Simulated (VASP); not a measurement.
# InSe in VASP: settings compared

Aim: see how the results for InSe move with the level of theory and the settings. Levels: PBE+D3(BJ), r2SCAN, LDA. Tasks: band structure.

Program: VASP 6.6.1. These are calculated values, not measurements. Logs are shortened: lines on timing, memory, paths and dates and some standing lists are left out, and cuts for length are marked.

## Step 1: The slab as given

The cell holds a slab with vacuum, 12 atoms: a = 4.033 Å, b = 4.033 Å, c = 40.238 Å, α = 90.00°, β = 90.00°, γ = 120.00°.

## Step 2: Band structure, PBE+D3(BJ)

Contents of INCAR:

```
SYSTEM = InSe
ALGO = Normal
DIPOL = 0.5 0.5 0.500
EDIFF = 1E-7
ENCUT = 520
GGA = PE
IDIPOL = 3
ISIF = 2
ISMEAR = 0
IVDW = 12
KPAR = 4
LASPH = .True.
LCHARG = .False.
LDIPOL = .True.
LREAL = .False.
LVACPOTAV = .True.
LVHAR = .True.
LWAVE = .False.
NBANDS = 69
NELM = 80
PREC = Accurate
SIGMA = 0.03
```

Contents of KPOINTS:

```
k-points
0
Gamma
  9 9 1
  0 0 0
```

Contents of POSCAR:

```
InSe                                    
1.0
    4.0326492982      0.0000000000      0.0000000000
   -2.0163246491      3.4923767418      0.0000000000
    0.0000000000      0.0000000000     40.2377120000
  Se              In            
     6     6
Direct
     0.0000000000000000    0.0000000000000000    0.2260665145421235
     0.0000000000000000    0.0000000000000000    0.3597532231691628
     0.6666666699999979    0.3333333300000021    0.4332963079836505
     0.6666666699999979    0.3333333300000021    0.5667206531990853
     0.3333333300000021    0.6666666699999979    0.6402187966260703
     0.3333333300000021    0.6666666699999979    0.7738616689172029
     0.6666666699999979    0.3333333300000021    0.2582189200510114
     0.6666666699999979    0.3333333300000021    0.3276815510392913
     0.3333333300000021    0.6666666699999979    0.4652822692367273
     0.3333333300000021    0.6666666699999979    0.5346912625083873
     0.0000000000000000    0.0000000000000000    0.6722476630599372
     0.0000000000000000    0.0000000000000000    0.7417094696673506
```

Contents of KPOINTS_OPT:

```
explicit points
67
Reciprocal
 0.0000000000  0.0000000000  0.0000000000 1
 0.0357142900  0.0000000000  0.0000000000 1
 0.0714285700  0.0000000000  0.0000000000 1
 0.1071428600  0.0000000000  0.0000000000 1
 0.1428571400  0.0000000000  0.0000000000 1
 0.1785714300  0.0000000000  0.0000000000 1
 0.2142857100  0.0000000000  0.0000000000 1
 0.2500000000  0.0000000000  0.0000000000 1
 0.2857142900  0.0000000000  0.0000000000 1
 0.3214285700  0.0000000000  0.0000000000 1
 0.3571428600  0.0000000000  0.0000000000 1
 0.3928571400  0.0000000000  0.0000000000 1
 0.4285714300  0.0000000000  0.0000000000 1
 0.4642857100  0.0000000000  0.0000000000 1
 0.5000000000  0.0000000000  0.0000000000 1
 0.4791666700  0.0416666700  0.0000000000 1
 0.4583333300  0.0833333300  0.0000000000 1
 0.4375000000  0.1250000000  0.0000000000 1
 0.4166666700  0.1666666700  0.0000000000 1
 0.3958333300  0.2083333300  0.0000000000 1
 0.3750000000  0.2500000000  0.0000000000 1
 0.3541666700  0.2916666700  0.0000000000 1
 0.3333333300  0.3333333300  0.0000000000 1
 0.3137254900  0.3137254900  0.0000000000 1
 0.2941176500  0.2941176500  0.0000000000 1
 0.2745098000  0.2745098000  0.0000000000 1
 0.2549019600  0.2549019600  0.0000000000 1
 0.2352941200  0.2352941200  0.0000000000 1
 0.2156862700  0.2156862700  0.0000000000 1
 0.1960784300  0.1960784300  0.0000000000 1
 0.1764705900  0.1764705900  0.0000000000 1
 0.1568627500  0.1568627500  0.0000000000 1
 0.1372549000  0.1372549000  0.0000000000 1
 0.1176470600  0.1176470600  0.0000000000 1
 0.0980392200  0.0980392200  0.0000000000 1
 0.0784313700  0.0784313700  0.0000000000 1
 0.0588235300  0.0588235300  0.0000000000 1
 0.0392156900  0.0392156900  0.0000000000 1
 0.0196078400  0.0196078400  0.0000000000 1
 0.0000000000  0.0000000000  0.0000000000 1
 0.0000000000  0.0000000000  0.0000000000 1
 0.0076394400 -0.0038197200  0.0000000000 1
-0.0076394400  0.0038197200  0.0000000000 1
 0.0222816900 -0.0111408500  0.0000000000 1
-0.0222816900  0.0111408500  0.0000000000 1
-0.0000000000  0.0066159500  0.0000000000 1
 0.0000000000 -0.0066159500  0.0000000000 1
-0.0000000000  0.0192965100  0.0000000000 1
 0.0000000000 -0.0192965100  0.0000000000 1
 0.5000000000  0.0000000000  0.0000000000 1
 0.5076394400 -0.0038197200  0.0000000000 1
 0.4923605600  0.0038197200  0.0000000000 1
 0.5222816900 -0.0111408500  0.0000000000 1
 0.4777183100  0.0111408500  0.0000000000 1
 0.5000000000  0.0066159500  0.0000000000 1
 0.5000000000 -0.0066159500  0.0000000000 1
 0.5000000000  0.0192965100  0.0000000000 1
 0.5000000000 -0.0192965100  0.0000000000 1
 0.3333333300  0.3333333300  0.0000000000 1
 0.3409727700  0.3295136100  0.0000000000 1
 0.3256938900  0.3371530500  0.0000000000 1
 0.3556150200  0.3221924800  0.0000000000 1
 0.3110516400  0.3444741800  0.0000000000 1
 0.3333333300  0.3399492800  0.0000000000 1
 0.3333333300  0.3267173800  0.0000000000 1
 0.3333333300  0.3526298400  0.0000000000 1
 0.3333333300  0.3140368200  0.0000000000 1
```

Potentials or basis: VASP PAW PBE potentials, release 64 (Se, In_d).

Run with:

```sh
> cat potpaw_PBE.64/Se/POTCAR potpaw_PBE.64/In_d/POTCAR > POTCAR
> mpirun -np 4 vasp_std > vasp.out
```

OUTCAR:

```text
SYSTEM = InSe
   EDIFF = 1E-7
   ENCUT = 520
   GGA = PE
   ISIF = 2
   ISMEAR = 0
   IVDW = 12
   LASPH = .True.
   LREAL = .False.
   NELM = 80
   PREC = Accurate
 IVDW          = 12

 ion  position               nearest neighbor table
   1  0.000  0.000  0.226-   7 2.66   7 2.66   7 2.66
   2  0.000  0.000  0.360-   8 2.66   8 2.66   8 2.66
   3  0.667  0.333  0.433-   9 2.66   9 2.66   9 2.66
   4  0.667  0.333  0.567-  10 2.66  10 2.66  10 2.66
   5  0.333  0.667  0.640-  11 2.66  11 2.66  11 2.66
   6  0.333  0.667  0.774-  12 2.66  12 2.66  12 2.66
   7  0.667  0.333  0.258-   1 2.66   1 2.66   1 2.66   8 2.80
   8  0.667  0.333  0.328-   2 2.66   2 2.66   2 2.66   7 2.80
   9  0.333  0.667  0.465-   3 2.66   3 2.66   3 2.66  10 2.79
  10  0.333  0.667  0.535-   4 2.66   4 2.66   4 2.66   9 2.79
  11  0.000  0.000  0.672-   5 2.66   5 2.66   5 2.66  12 2.79
  12  0.000  0.000  0.742-   6 2.66   6 2.66   6 2.66  11 2.79

  LATTYP: Found a hexagonal cell.
 ALAT       =     4.0326492982
 C/A-ratio  =     9.9779844525

  Lattice vectors:

 A1 = (   4.0326492982,   0.0000000000,   0.0000000000)
 A2 = (  -2.0163246491,   3.4923767418,   0.0000000000)
 A3 = (   0.0000000000,   0.0000000000,  40.2377120000)

Analysis of symmetry for initial positions (statically):
=====================================================================
 Subroutine PRICEL returns:
 Original cell was already a primitive cell.

 Routine SETGRP: Setting up the symmetry group for a
 hexagonal supercell.

 Subroutine GETGRP returns: Found  6 space group operations
 (whereof  6 operations were pure point group operations)
 out of a pool of 24 trial point group operations.

The static configuration has the point symmetry C_3v.

Analysis of symmetry for dynamics (positions and initial velocities):
=====================================================================
 Subroutine PRICEL returns:
 Original cell was already a primitive cell.

 Routine SETGRP: Setting up the symmetry group for a
 hexagonal supercell.

 Subroutine GETGRP returns: Found  6 space group operations
 (whereof  6 operations were pure point group operations)
 out of a pool of 24 trial point group operations.

The dynamic configuration has the point symmetry C_3v.

 Subroutine INISYM returns: Found  6 space group operations
 (whereof  6 operations are pure point group operations),
 and found     1 'primitive' translations

----------------------------------------------------------------------------------------

                                     Primitive cell

[... 118 lines left out ...]
  volume/ion in A,a.u.               =      47.22       318.68
  Fermi-wavevector in a.u.,A,eV,Ry     =   0.959242  1.812704 12.519335  0.920145
  Thomas-Fermi vector in A             =   2.088421
   LORBIT       =      0    0 simple, 1 ext, 2 COOP (PROOUT), +10 PAW based schemes
   GGA     = PE    functional components
   LHFCALC =     F    Hartree Fock is set to
   AEXX    =    0.0000 exact exchange contribution
   IVDW    =    12    specifies the selected vdW correction
   LEPSILON=     F    determine dielectric tensor
   LRPA    =     F    only Hartree local field effects (RPA)
 non-spin polarized calculation
 Gauss-broadening in eV      SIGMA  =   0.03
  energy-cutoff  :      520.00
  volume of cell :      566.69
 maximum number of plane-waves:     15347
 NGX is ok and might be reduce to    30
   NGX = 15   NGY = 15   NGZ =149

 dipolmoment           0.000000      0.000000     -0.000389 electrons x Angstroem

 number of electron     114.0000004 magnetization

 dipolmoment           0.000000      0.000000      0.000496 electrons x Angstroem

 Free energy of the ion-electron system (eV)
  ---------------------------------------------------
  ext. energy  EPLUGINS =         0.00000000
  ---------------------------------------------------
  free energy    TOTEN  =       -42.52340697 eV

  energy without entropy =      -42.52340697  energy(sigma->0) =      -42.52340697

 E-fermi :   0.4813     XC(G=0):  -5.7879

 val. band max:        0.2863433653   @ k =   0.1111   0.0000   0.0000
 cond. band min:       1.0836827802   @ k =   0.0000   0.0000   0.0000
 fundamental gap:      0.7973394149
 Fermi energy:         0.4812629252

 k-point     1 :       0.0000    0.0000    0.0000
  band No.  band energies     occupation
      1     -14.2592      2.00000
      2     -14.2421      2.00000
      3     -14.2338      2.00000
      4     -14.0733      2.00000
      5     -14.0733      2.00000
      6     -14.0587      2.00000
[... 853 lines left out ...]
     68       4.9104      0.00000
     69       4.9382      0.00000

------------------------ aborting loop because EDIFF is reached ----------------------------------------

 Edisp (eV)   -3.27135

 E8    (eV) :    -1.5235

  FORCE on cell =-STRESS in cart. coord.  units (eV):
  Direction    XX          YY          ZZ          XY          YZ          ZX
  --------------------------------------------------------------------------------------
  -------------------------------------------------------------------------------------
  Total      -0.01816    -0.01816    -0.10941     0.00000     0.00000     0.00000
  in kB      -0.05135    -0.05135    -0.30932     0.00000     0.00000     0.00000
  external pressure =       -0.14 kB  Pullay stress =        0.00 kB

 VOLUME and BASIS-vectors are now :
 -----------------------------------------------------------------------------
  energy-cutoff  :      520.00
  volume of cell :      566.69
      direct lattice vectors                 reciprocal lattice vectors
     4.032649298  0.000000000  0.000000000     0.247975940  0.143168975  0.000000000
    -2.016324649  3.492376742  0.000000000     0.000000000  0.286337951  0.000000000
     0.000000000  0.000000000 40.237712000     0.000000000  0.000000000  0.024852308

 POSITION                                       TOTAL-FORCE (eV/Angst)
 -----------------------------------------------------------------------------------
      0.00000      0.00000      9.09640         0.000000     -0.000000      0.001836
      0.00000      0.00000     14.47565         0.000000     -0.000000      0.000216
      2.01632      1.16413     17.43485         0.000000     -0.000000     -0.004395
      2.01632      1.16413     22.80354        -0.000000      0.000000      0.004304
     -0.00000      2.32825     25.76094         0.000000     -0.000000      0.000821
     -0.00000      2.32825     31.13842        -0.000000     -0.000000     -0.000963
      2.01632      1.16413     10.39014         0.000000     -0.000000      0.001220
      2.01632      1.16413     13.18516         0.000000      0.000000      0.000005
     -0.00000      2.32825     18.72189        -0.000000      0.000000     -0.001494
     -0.00000      2.32825     21.51475        -0.000000     -0.000000      0.000492
      0.00000      0.00000     27.04971         0.000000     -0.000000     -0.000002
      0.00000      0.00000     29.84469         0.000000     -0.000000     -0.002040
 -----------------------------------------------------------------------------------
    total drift:                               -0.000001      0.000000      0.000265

  FREE ENERGIE OF THE ION-ELECTRON SYSTEM (eV)
  ---------------------------------------------------
  free  energy   TOTEN  =       -45.7947590625 eV

  energy  without entropy=      -45.7947590625  energy(sigma->0) =      -45.79475906

 vacuum level on the upper side and lower side of the slab         5.784         5.778
```

Run time: 11 min. Hardware: 4 MPI ranks of Intel Xeon 6975P-C (Granite Rapids), shared host; peak memory 0.85 GiB.

Results:

| Property | Result |
| --- | --- |
| Free energy | -45.7948 eV |
| Largest force | 0.004 eV/Å |
| Band gap on the k mesh | 0.80 eV, indirect (least direct gap 0.85 eV) |
| Band gap along the path | 0.79 eV, indirect (least direct gap 0.85 eV) |
| Dispersion energy per atom | -0.273 eV |
| Ionisation potential of the upper face | 5.50 eV |

Forces in eV/Å, atoms in the order of the input:
```
Se   0.000  0.000  0.002
Se   0.000  0.000  0.000
Se   0.000  0.000 -0.004
Se   0.000  0.000  0.004
Se   0.000  0.000  0.001
Se   0.000  0.000 -0.001
In   0.000  0.000  0.001
In   0.000  0.000  0.000
In   0.000  0.000 -0.001
In   0.000  0.000  0.000
In   0.000  0.000  0.000
In   0.000  0.000 -0.002
```

Caveat: spin-orbit coupling is left out, which moves the levels of the heavy elements. A hybrid or GW would open this gap; PBE tends to underestimate it.

[end of part 1 of 3]
